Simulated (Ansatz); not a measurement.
# CdSe: the cost of one run

Computed with Ansatz 0.2.0 (DFT PBE, scalar-relativistic, plane waves, PAW, unless a step's input says otherwise).

The COD entry's cell or inner coordinates are ideal or old and differ from later refinements, so a difference from it is no clean test against experiment.

4 further runs of the same task are left out: 1 that didn't finish, 3 set aside as unsound or not needed.

## Step 1: Starting point

Symmetry: P6_3mc, No. 186, hexagonal system. The conventional cell has a = 4.383 Å, b = 4.383 Å, c = 7.154 Å, α = 90.00°, β = 90.00°, γ = 120.00°. Cd (site symmetry 3m) is surrounded by 4 Se at 2.68 to 2.69 Å. Se (site symmetry 3m) is surrounded by 4 Cd at 2.68 to 2.69 Å.

Coordinates:

```cif
data_structure
_symmetry_space_group_name_H-M 'P6_3mc'
_symmetry_Int_Tables_number 186
_cell_length_a 4.3834
_cell_length_b 4.3834
_cell_length_c 7.1535
_cell_angle_alpha 90.000
_cell_angle_beta 90.000
_cell_angle_gamma 120.000
_cell_volume 119.03
loop_
_atom_site_label
_atom_site_type_symbol
_atom_site_symmetry_multiplicity
_atom_site_Wyckoff_symbol
_atom_site_fract_x
_atom_site_fract_y
_atom_site_fract_z
_atom_site_occupancy
Cd1 Cd 2 b 0.33333 0.66667 0.00458 1
Se1 Se 2 b 0.33333 0.66667 0.38042 1
```

This cell was relaxed beforehand with the same method: volume 29.76 Å³/atom, gap on the mesh 0.54 eV.

## Step 2: Bands, states and charges

input.yaml

```yaml
crystal:
  lattice:
    - [4.3833795273, 0.0, 0.0]
    - [-2.1916897636, 3.7961180251, 0.0]
    - [0.0, 0.0, 7.1535456852]
  atoms:
    - { symbol: Cd, position: [0.3333333333, 0.6666666667, 0.0045810803] }
    - { symbol: Cd, position: [0.6666666667, 0.3333333333, 0.5045810803] }
    - { symbol: Se, position: [0.3333333333, 0.6666666667, 0.3804189197] }
    - { symbol: Se, position: [0.6666666667, 0.3333333333, 0.8804189197] }
basis:
  ecutwfc: 420
kpoints:
  mp_grid: { grid: [12, 12, 6] }
  band_path:
    path:
      - [[0.0, 0.0, 0.0], [0.5, 0.0, 0.0], [0.33333333, 0.33333333, 0.0], [0.0, 0.0, 0.0], [0.0, 0.0, 0.5], [0.5, 0.0, 0.5], [0.33333333, 0.33333333, 0.5], [0.0, 0.0, 0.5]]
      - [[0.5, 0.0, 0.5], [0.5, 0.0, 0.0]]
      - [[0.33333333, 0.33333333, 0.5], [0.33333333, 0.33333333, 0.0]]
    npoints: 14
hamiltonian:
  xc: pbe
scf:
  occupations: { method: gaussian, width: 0.02 }
  n_extra_bands: 10
output:
  forces: true
  stress: true
  eigenvalues: true
  populations: true
  dos: { projected: true, de: 0.02, nscf_kmesh: { grid: [18, 18, 9] } }
  bader: true
  write_density: true
  write_potential: true
  elf: true
  volumetric_format: npy
```

Command:

```sh
$ ansatz run input.yaml --threads 1 --pin off --max-ram 2560MiB --backend cpu --events-out ev --progress --plain --runs-dir out
```

**Question.** How long does this run take on 1 thread of Arm Neoverse V2, shared host, and how much memory does it need?

About 2.5 min, with a peak of 0.8 GiB.
